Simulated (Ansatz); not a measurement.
# Cs, one cell by several methods

```
Cs
1.0
    -2.60393    2.60393    9.78427
     2.60393   -2.60393    9.78427
     2.60393    2.60393   -9.78427
Cs
2
Direct
  0.25000 0.75000 0.50000
  0.50000 0.50000 0.00000
```

Atom numbers follow the list: Cs1, Cs2.

Structure from Materials Project entry mp-3 (possibly hypothetical), not relaxed further. The listed cell was then made from it by scaling, straining or moving an atom.

Spin–orbit coupling is left out, though it moves levels of the heavy atoms by tenths of an eV or more.

All numbers are computed: DFT, LDA, PAW with Ansatz's default frozen-core files, scalar-relativistic (Ansatz 0.2.0); DFT, LDA, all-electron PAW with datasets made for the crystal, scalar-relativistic (Ansatz 0.2.0); DFT, LDA, all-electron LAPW, scalar-relativistic (Ansatz 0.2.0).

For PAW: a Γ-centred 9×9×9 k mesh, Fermi–Dirac smearing of 0.03 eV, cutoff 420 eV, no spin polarisation; the PAW files were made with PBE, and the program remakes their frozen cores for this functional. The crystal-made all-electron datasets (AE datasets) take a cutoff of 160 eV at this cell. LAPW targets a basis error of 0.25 meV/atom. The Ansatz runs share mesh, smearing and spin set-up. Plane-wave (PAW) pressures include the program's estimate of the Pulay term.

Stress and pressure are positive in compression.

The change that made this cell: volume scaled by 1.06.

```json
{"quantity": "pressure (GPa)", "PAW": "-0.37", "AE datasets": "-0.37", "LAPW": "-0.36"}
{"quantity": "stress xx (GPa)", "PAW": "-0.33", "AE datasets": "-0.33", "LAPW": "-0.33"}
{"quantity": "stress zz (GPa)", "PAW": "-0.44", "AE datasets": "-0.44", "LAPW": "-0.44"}
```

PAW's pressure differs from the LAPW value by about 0.01 GPa or less.
